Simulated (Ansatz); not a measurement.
## Phonons of BN (P6_3/mmc) against volume

Wanted: Grüneisen parameters and pressure coefficients of the modes of BN (P6_3/mmc).

Calculated with Ansatz 0.2.0; DFT PBEsol+D3(BJ), scalar-relativistic, plane waves, PAW; PAW set soft_1.

The experiments to compare with:

“Anisotropic thermo-mechanical response of layered hexagonal boron nitride and black phosphorus: application as a simultaneous pressure and temperature sensor” (2023, arxiv:2307.07533) reports for BN, hexagonal layered, AA' stacking, by synchrotron powder XRD, Le Bail (commercial high-purity powder, 300 K): lattice constant a (a at 300 K) 2.5069 ± 0.0002 Å [300 K value from polynomial fit to temperature-dependent data]; lattice constant c (c at 300 K) 6.6706 ± 0.0007 Å [300 K value from linear fit to temperature-dependent data].

“Low frequency Raman spectroscopy of few-atomic-layer thick hBN crystals” (2017, arxiv:1705.01298) reports for BN, hexagonal (hBN), by micro-Raman, 514.5 nm (HPHT-grown single crystal, 300 K): Raman mode (E2g low-frequency interlayer shear mode) 52.5 cm⁻¹; Raman mode (E2g high-frequency in-plane mode) 1366 cm⁻¹.

This is a report of a sequence of runs, with most program output left out.

The database entry behind the starting cell differs from later determinations by our own check (about 0.3 % short, minor phase), so it need not match the best structure at ambient conditions.

## 1. The structure

The structure is hexagonal, space group P6_3/mmc (No. 194). Conventional cell: a = 2.498 Å, b = 2.498 Å, c = 6.636 Å, α = 90.00°, β = 90.00°, γ = 120.00°. B has 3 N at 1.44 Å nearest. Nearest to N lie 3 B at 1.44 Å. Farther neighbours and most contacts between anions are not listed.

Structure file:

```cif
data_structure
_symmetry_space_group_name_H-M 'P6_3/mmc'
_symmetry_Int_Tables_number 194
_cell_length_a 2.4982
_cell_length_b 2.4982
_cell_length_c 6.6357
_cell_angle_alpha 90.000
_cell_angle_beta 90.000
_cell_angle_gamma 120.000
_cell_volume 35.87
loop_
_atom_site_label
_atom_site_type_symbol
_atom_site_symmetry_multiplicity
_atom_site_Wyckoff_symbol
_atom_site_fract_x
_atom_site_fract_y
_atom_site_fract_z
_atom_site_occupancy
B1 B 2 c 0.33333 0.66667 0.25000 1
N1 N 2 d 0.33333 0.66667 0.75000 1
```

## 2. Relaxation

The cell and atoms are relaxed, since residual forces and stress would shift the frequencies.

input.yaml reads:

```yaml
crystal:
  lattice:
    - [2.49824, 0.0, 0.0]
    - [-1.24912, 2.1635393048, 0.0]
    - [0.0, 0.0, 6.6357]
  atoms:
    - { symbol: B, position: [0.33333333, 0.66666667, 0.25] }
    - { symbol: B, position: [0.66666667, 0.33333333, 0.75] }
    - { symbol: "N", position: [0.33333333, 0.66666667, 0.75] }
    - { symbol: "N", position: [0.66666667, 0.33333333, 0.25] }
kpoints:
  mp_grid: { grid: [12, 12, 4] }
hamiltonian:
  xc: pbesol
  dispersion: d3bj
  pseudopotentials: { kind: paw, azcp: { folder: soft_1 }, xc_functional: pbe }
scf:
  occupations: { method: gaussian, width: 0.02 }
output:
  forces: true
  stress: true
  eigenvalues: true
relax:
  adjacent_minimum: "off"
  f_tol: 0.005
  max_steps: 80
  cell: { stress_tol: 0.05 }
```

On the command line:

```sh
> ansatz run input.yaml --threads 4 --pin off --max-ram 16384MiB --backend cpu --events-out ev --progress --plain --runs-dir out
```

It took 2.9 s on 4 threads of Arm Neoverse V2, shared host; peak memory 0.31 GiB.

Relaxation path:

| step | energy less that of the first step (eV) | largest force component (eV/Å) | pressure (GPa) | volume (Å³) |
| --- | --- | --- | --- | --- |
| 1 | 0.0000 | 0.0000 | 0.15 | 35.87 |
| 2 | -0.0043 | 0.0000 | 0.10 | 35.21 |
| 3 | -0.0055 | 0.0000 | 0.03 | 34.87 |
| 4* | -0.0037 | 0.0000 | -0.07 | 34.87 |
| 5 | -0.0042 | 0.0000 | 0.00 | 34.72 |
| 6* | -0.0038 | 0.0000 | -0.02 | 34.72 |

Relaxation steps marked * repeat the geometry before them on a plane-wave basis chosen anew for their cell, so energy and pressure can jump there.

The run keeps the 24 symmetry operations that it works with, so distortions that break them were not tested.

| conventional cell, symmetrised | before | after | change |
| --- | --- | --- | --- |
| a (Å) | 2.498 | 2.500 | +0.1 % |
| b (Å) | 2.498 | 2.500 | +0.1 % |
| c (Å) | 6.636 | 6.415 | -3.3 % |
| volume (Å³/atom) | 8.97 | 8.68 | -3.2 % |

The relaxed structure:

```cif
data_structure
_symmetry_space_group_name_H-M 'P 1'
_symmetry_Int_Tables_number 1
_cell_length_a 2.4999
_cell_length_b 2.4999
_cell_length_c 6.4146
_cell_angle_alpha 90.000
_cell_angle_beta 90.000
_cell_angle_gamma 120.000
_cell_volume 34.72
loop_
_atom_site_label
_atom_site_type_symbol
_atom_site_fract_x
_atom_site_fract_y
_atom_site_fract_z
_atom_site_occupancy
B1 B 0.33333 0.66667 0.25000 1
B2 B 0.66667 0.33333 0.75000 1
N3 N 0.33333 0.66667 0.75000 1
N4 N 0.66667 0.33333 0.25000 1
```

This step gave:

| Property | Result |
| --- | --- |
| pressure | -0.01525 GPa |
| gap on the k-mesh | 4.099 eV |
| volume per atom | 8.679 Å³ |

In this step the volume went from 8.97 to 8.68 Å³/atom.

## 3. Tight relaxation

Phonons need small forces and stress, so the relaxation is finished with tight tolerances on 12×12×4 k points.

input.yaml, the sections that differ from step 2:

```yaml
crystal:
  lattice:
    - [2.4998733727, 0.0, 0.0]
    - [-1.2499366863, 2.164953847, 0.0]
    - [0.0, 0.0, 6.4146078423]
  atoms:
    - { symbol: B, position: [0.3333333333, 0.6666666667, 0.25] }
    - { symbol: B, position: [0.6666666667, 0.3333333333, 0.75] }
    - { symbol: "N", position: [0.3333333333, 0.6666666667, 0.75] }
    - { symbol: "N", position: [0.6666666667, 0.3333333333, 0.25] }
scf:
  occupations: { method: fixed }
relax:
  adjacent_minimum: "off"
  f_tol: 0.001
  max_steps: 60
  cell: { stress_tol: 0.01 }
# kpoints, hamiltonian, output: as in step 2
```

The job ended after 1.4 s (4 threads; peak memory 0.3 GiB).

Little changed from the start: no atom moved by 0.005 Å and no cell edge by 0.1 %.

Numbers from this step:

```yaml
pressure: -0.005551 GPa
volume_per_atom: 8.677 Å³
```

The forces vanish by symmetry and the pressure is -0.006 GPa, within the tolerances set. The cell now holds 8.68 Å³/atom.

## 4. Zone-centre response at rest

The modes at rest are the reference of the series, and the response to a field gives the dielectric tensor and the Born charges.

input.yaml, the sections that differ from step 3:

```yaml
crystal:
  lattice:
    - [2.4998509129, 0.0, 0.0]
    - [-1.2499254564, 2.1649343962, 0.0]
    - [0.0, 0.0, 6.4128579954]
  atoms:
    - { symbol: B, position: [0.3333333333, 0.6666666667, 0.25] }
    - { symbol: B, position: [0.6666666667, 0.3333333333, 0.75] }
    - { symbol: "N", position: [0.3333333333, 0.6666666667, 0.75] }
    - { symbol: "N", position: [0.6666666667, 0.3333333333, 0.25] }
output:
  eigenvalues: true
phonons:
  method: dfpt
  dielectric: true
  rigid_motions: translations
  raman: true
# kpoints, hamiltonian, scf: as in step 3
# relax: removed
```

The job ended after 3.6 min (4 threads; peak memory 2.4 GiB).

This step gave:

* sum-rule residual before enforcement: 1.02e-5 eV/Å²
* miss of the charge sum rule: 7.91e-6 e
* point group: 6/mmm
* highest optical mode at the zone centre (no LO-TO term): 1370 cm⁻¹
* lowest optical zone-centre mode: 54.1 cm⁻¹
* mean high-frequency dielectric constant: 4.254
* largest Born charge (third of the trace): 2.085 e
* mean static dielectric constant: 5.668
* top of the zone-centre spectrum with the field: 1604 cm⁻¹

Without the LO-TO term. Patterns of degenerate modes are one choice out of their space. The modes at Γ (shares of kinetic energy by element, %):

| mode | frequency (cm⁻¹) | symmetry | B % | N % |
| --- | --- | --- | --- | --- |
| 1 | 0.0 | acoustic | 44 | 56 |
| 2 | 0.0 | acoustic | 44 | 56 |
| 3 | 0.0 | acoustic | 44 | 56 |
| 4 | 54.1 | E2g | 44 | 56 |
| 5 | 54.1 | E2g | 44 | 56 |
| 6 | 130.0 | B1g | 44 | 56 |
| 7 | 730.1 | A2u | 56 | 44 |
| 8 | 790.0 | B1g | 56 | 44 |
| 9 | 1370.4 | E1u | 56 | 44 |
| 10 | 1370.4 | E1u | 56 | 44 |
| 11 | 1370.5 | E2g | 56 | 44 |
| 12 | 1370.5 | E2g | 56 | 44 |

Displacements in mode 4 (54.1 cm⁻¹), the largest set to 1:
```
B1   1.00 -0.09  0.00
B2  -1.00  0.09  0.00
N3  -1.00  0.08  0.00
N4   1.00 -0.08  0.00
```

Displacements in mode 11 (1370.5 cm⁻¹), the largest set to 1:
```
B1   1.00  0.00  0.00
B2  -1.00  0.00  0.00
N3   0.77  0.00  0.00
N4  -0.77  0.00  0.00
```

Optical modes at the zone centre, without and with the macroscopic field of the longitudinal modes; each column is sorted by frequency, so a row need not hold one and the same mode. Modes with and without the field, by row:

| rank among optical modes | no field (cm⁻¹) | q along (1, 0, 0) (cm⁻¹) | q along (0, 0, 1) (cm⁻¹) |
| --- | --- | --- | --- |
| 1 | 54.1 | 54.1 | 54.1 |
| 2 | 54.1 | 54.1 | 54.1 |
| 3 | 130 | 130 | 130 |
| 4 | 730.1 | 730.1 | 790 |
| 5 | 790 | 790 | 801.2 |
| 6 | 1370 | 1370 | 1370 |
| 7 | 1370 | 1370 | 1370 |
| 8 | 1370 | 1370 | 1370 |
| 9 | 1370 | 1604 | 1370 |

Born charge (rows field, columns displacement) (e), principal values of the symmetric part by kind of site:

| atom | atoms with these values | low | middle | high | mean |
| --- | --- | --- | --- | --- | --- |
| B1 | 2 | 0.83 | 2.71 | 2.71 | 2.09 |
| N3 | 2 | -2.71 | -2.71 | -0.83 | -2.09 |

In full for N3:

```
-2.71  0.00  0.00
 0.00 -2.71  0.00
 0.00  0.00 -0.83
```

High-frequency dielectric tensor:

```
4.92 0.00 0.00
0.00 4.92 0.00
0.00 0.00 2.92
```

Static dielectric tensor (ions relaxed, fixed cell):

```
6.74 0.00 0.00
0.00 6.74 0.00
0.00 0.00 3.52
```

Transverse modes. Lines of the infrared spectrum (strongest = 100):

| position (cm⁻¹) | lines merged | relative intensity |
| --- | --- | --- |
| 54 | 1 | 0.0 |
| 130 | 1 | 0.0 |
| 730 | 1 | 4.6 |
| 790 | 1 | 0.0 |
| 1370 | 2 | 100 |

Activity x (w_L - w)^4 (n + 1)/w, 532 nm, 300 K; modes without the macroscopic field alone. Raman lines, with heights relative to the strongest:

| position (cm⁻¹) | lines merged | relative intensity |
| --- | --- | --- |
| 54 | 1 | 2.5 |
| 130 | 1 | 0.0 |
| 730 | 1 | 0.0 |
| 790 | 1 | 0.0 |
| 1370 | 2 | 100 |

Before it was imposed, the acoustic sum rule was missed by 1.0e-5 eV/Å² and the charge sum rule by 7.9e-6 e. Small misses are needed for a sound result but don't prove that mesh and cutoff are converged. The lowest optical mode is real, 54.1 cm⁻¹.

## 5. Relaxation of a member: 1.06 times the volume at rest

The cell is set to 1.06 times the volume at rest, and shape and atoms relax at that volume.

input.yaml, the sections that differ from step 4:

```yaml
crystal:
  lattice:
    - [2.5180052752, 0.0, 0.0]
    - [-1.2590026376, 2.1806565352, 0.0]
    - [0.0, 0.0, 6.6999634697]
  atoms:
    - { symbol: B, position: [0.3333333333, 0.6666666667, 0.25] }
    - { symbol: B, position: [0.6666666667, 0.3333333333, 0.75] }
    - { symbol: "N", position: [0.3333333333, 0.6666666667, 0.75] }
    - { symbol: "N", position: [0.6666666667, 0.3333333333, 0.25] }
output:
  forces: true
  stress: true
  eigenvalues: true
relax:
  adjacent_minimum: "off"
  f_tol: 0.001
  max_steps: 60
  cell: { stress_tol: 0.01, fix: [volume] }
# kpoints, hamiltonian, scf: as in step 4
# phonons: removed
```

It took 3.5 s on 4 threads; peak memory 0.31 GiB.

The steps of the relaxation:

| step | energy less that of the first step (eV) | largest force component (eV/Å) | pressure (GPa) | volume (Å³) |
| --- | --- | --- | --- | --- |
| 1 | 0.0000 | 0.0000 | -5.44 | 36.79 |
| 2 | -0.0076 | 0.0000 | -2.91 | 36.79 |
| 3 | -0.0088 | 0.0000 | -1.38 | 36.79 |
| 4 | -0.0088 | 0.0000 | -1.39 | 36.79 |
| 5* | -0.0090 | 0.0000 | -1.38 | 36.79 |
| 6 | -0.0090 | 0.0000 | -1.33 | 36.79 |
| 7 | -0.0090 | 0.0000 | -1.31 | 36.79 |
| 8* | -0.0090 | 0.0000 | -1.31 | 36.79 |

Relaxation steps marked * repeat the geometry before them on a plane-wave basis chosen anew for their cell, so energy and pressure can jump there.

The run keeps the 24 symmetry operations that it works with, so distortions that break them were not tested.

| conventional cell, symmetrised | before | after | change |
| --- | --- | --- | --- |
| a (Å) | 2.518 | 2.503 | -0.6 % |
| b (Å) | 2.518 | 2.503 | -0.6 % |
| c (Å) | 6.700 | 6.781 | +1.2 % |
| volume (Å³/atom) | 9.20 | 9.20 | +0.0 % |

The relaxed structure:

```
B N
1.0
     2.50287    0.00000    0.00000
    -1.25144    2.16755    0.00000
     0.00000    0.00000    6.78121
B N
2 2
Direct
  0.33333 0.66667 0.25000
  0.66667 0.33333 0.75000
  0.33333 0.66667 0.75000
  0.66667 0.33333 0.25000
```

Numbers from this step:

| Quantity | Value |
| --- | --- |
| pressure | -1.311 GPa |
| gap on the k-mesh | 4.211 eV |
| volume per atom | 9.197 Å³ |

The forces vanish by symmetry, at a pressure of -1.31 GPa.

## 6. Zone-centre modes of the member: 1.06 times the volume at rest

The zone-centre modes follow for 1.06 times the volume at rest, with the response to a field.

input.yaml, the sections that differ from step 5:

```yaml
crystal:
  lattice:
    - [2.5028746407, 0.0, 0.0]
    - [-1.2514373203, 2.1675530213, 0.0]
    - [0.0, 0.0, 6.7812149374]
  atoms:
    - { symbol: B, position: [0.3333333333, 0.6666666667, 0.25] }
    - { symbol: B, position: [0.6666666667, 0.3333333333, 0.75] }
    - { symbol: "N", position: [0.3333333333, 0.6666666667, 0.75] }
    - { symbol: "N", position: [0.6666666667, 0.3333333333, 0.25] }
output:
  eigenvalues: true
phonons:
  method: dfpt
  dielectric: true
  rigid_motions: translations
# kpoints, hamiltonian, scf: as in step 5
# relax: removed
```

Wall time 11 s (4 threads); peak memory 0.56 GiB.

Numbers from this step:

```yaml
sum_rule_residual_before_enforcement: 3.33e-5 eV/Å²
miss_of_the_charge_sum_rule: 1.24e-5 e
highest_optical_mode_at_the_zone_centre_no_lo_to_term: 1364 cm⁻¹
lowest_optical_zone_centre_mode: 40.54 cm⁻¹
mean_high_frequency_dielectric_constant: 4.037
largest_born_charge_third_of_the_trace: 2.043 e
mean_static_dielectric_constant: 5.322
top_of_the_zone_centre_spectrum_with_the_field: 1594 cm⁻¹
```

Without the LO-TO term. Patterns of degenerate modes are one choice out of their space. Modes at Γ, with each element's share of the kinetic energy:

| mode | frequency (cm⁻¹) | symmetry | B % | N % |
| --- | --- | --- | --- | --- |
| 1 | 0.0 | acoustic | 44 | 56 |
| 2 | 0.0 | acoustic | 44 | 56 |
| 3 | 0.0 | acoustic | 44 | 56 |
| 4 | 40.5 | E2g | 44 | 56 |
| 5 | 40.5 | E2g | 44 | 56 |
| 6 | 87.8 | B1g | 44 | 56 |
| 7 | 747.2 | A2u | 56 | 44 |
| 8 | 792.7 | B1g | 56 | 44 |
| 9 | 1364.0 | E2g | 56 | 44 |
| 10 | 1364.0 | E2g | 56 | 44 |
| 11 | 1364.2 | E1u | 56 | 44 |
| 12 | 1364.2 | E1u | 56 | 44 |

Transverse modes. Lines of the infrared spectrum (strongest = 100):

| position (cm⁻¹) | lines merged | relative intensity |
| --- | --- | --- |
| 40 | 1 | 0.0 |
| 88 | 1 | 0.0 |
| 747 | 1 | 3.4 |
| 793 | 1 | 0.0 |
| 1364 | 2 | 100 |

Without the LO-TO term the lowest optical mode is real, 40.5 cm⁻¹, and the highest lies at 1364.2 cm⁻¹.

## 7. Relaxation of a member: 0.9 times the volume at rest

The cell is set to 0.9 times the volume at rest, and shape and atoms relax at that volume.

input.yaml, the sections that differ from step 6:

```yaml
crystal:
  lattice:
    - [2.4741619899, 0.0, 0.0]
    - [-1.237080995, 2.1426871364, 0.0]
    - [0.0, 0.0, 5.8920454592]
  atoms:
    - { symbol: B, position: [0.3333333333, 0.6666666667, 0.25] }
    - { symbol: B, position: [0.6666666667, 0.3333333333, 0.75] }
    - { symbol: "N", position: [0.3333333333, 0.6666666667, 0.75] }
    - { symbol: "N", position: [0.6666666667, 0.3333333333, 0.25] }
output:
  forces: true
  stress: true
  eigenvalues: true
relax:
  adjacent_minimum: "off"
  f_tol: 0.001
  max_steps: 60
  cell: { stress_tol: 0.01, fix: [volume] }
# kpoints, hamiltonian, scf: as in step 6
# phonons: removed
```

Run time: 2.4 s. Hardware: 4 threads; peak memory 0.3 GiB.

The steps of the relaxation:

| step | energy less that of the first step (eV) | largest force component (eV/Å) | pressure (GPa) | volume (Å³) |
| --- | --- | --- | --- | --- |
| 1 | 0.0000 | 0.0000 | 10.54 | 31.24 |
| 2 | -0.0096 | 0.0000 | 7.20 | 31.24 |
| 3 | -0.0109 | 0.0000 | 5.55 | 31.24 |
| 4* | -0.0108 | 0.0000 | 5.55 | 31.24 |
| 5 | -0.0108 | 0.0000 | 5.47 | 31.24 |
| 6* | -0.0108 | 0.0000 | 5.47 | 31.24 |

Relaxation steps marked * repeat the geometry before them on a plane-wave basis chosen anew for their cell, so energy and pressure can jump there.

The run keeps the 24 symmetry operations that it works with, so distortions that break them were not tested.

| conventional cell, symmetrised | before | after | change |
| --- | --- | --- | --- |
| a (Å) | 2.474 | 2.490 | +0.6 % |
| b (Å) | 2.474 | 2.490 | +0.6 % |
| c (Å) | 5.892 | 5.818 | -1.2 % |
| volume (Å³/atom) | 7.81 | 7.81 | -0.0 % |

Final coordinates:

```xyz
4
Lattice="2.4898 0.0000 0.0000 -1.2449 2.1562 0.0000 0.0000 0.0000 5.8185" Properties=species:S:1:pos:R:3 pbc="T T T"
B     0.0000    1.4375    1.4546
B     1.2449    0.7187    4.3639
N     0.0000    1.4375    4.3639
N     1.2449    0.7187    1.4546
```

This step gave:

| Item | Value |
| --- | --- |
| pressure | 5.468 GPa |
| gap on the k-mesh | 4.002 eV |
| volume per atom | 7.809 Å³ |

The forces vanish by symmetry, at a pressure of 5.47 GPa.

## 8. Zone-centre modes of the member: 0.9 times the volume at rest

The zone-centre modes follow for 0.9 times the volume at rest, with the response to a field.

input.yaml, the sections that differ from step 7:

```yaml
crystal:
  lattice:
    - [2.4897538093, 0.0, 0.0]
    - [-1.2448769047, 2.156190048, 0.0]
    - [0.0, 0.0, 5.8184799105]
  atoms:
    - { symbol: B, position: [0.3333333333, 0.6666666667, 0.25] }
    - { symbol: B, position: [0.6666666667, 0.3333333333, 0.75] }
    - { symbol: "N", position: [0.3333333333, 0.6666666667, 0.75] }
    - { symbol: "N", position: [0.6666666667, 0.3333333333, 0.25] }
output:
  eigenvalues: true
phonons:
  method: dfpt
  dielectric: true
  rigid_motions: translations
# kpoints, hamiltonian, scf: as in step 7
# relax: removed
```

Run time: 16 s. Hardware: 4 threads; peak memory 0.53 GiB; 61 s of CPU time.

This step gave:

| Item | Value |
| --- | --- |
| sum-rule residual before enforcement | 2.69e-5 eV/Å² |
| miss of the charge sum rule | 0.001557 e |
| estimated error of the dielectric tensor | 0.01560 |
| estimated error of the Born charges | 0.01140 e |
| highest optical mode at the zone centre (no LO-TO term) | 1393 cm⁻¹ |
| lowest optical zone-centre mode | 86.19 cm⁻¹ |
| mean high-frequency dielectric constant | 4.702 |
| largest Born charge (third of the trace) | 2.199 e |
| mean static dielectric constant | 6.524 |
| top of the zone-centre spectrum with the field | 1632 cm⁻¹ |

(Continued in part 2 of 2.)

[Logs are printed without paths, hosts, clocks, repeated set-up lines and the standing remarks that a program may print on its own settings, such as how far it seeks lower states.]

[Hosts, paths, dates, database ids (printed as entryN), source tags and the programs' standing remarks are cut or masked in the printed files.]
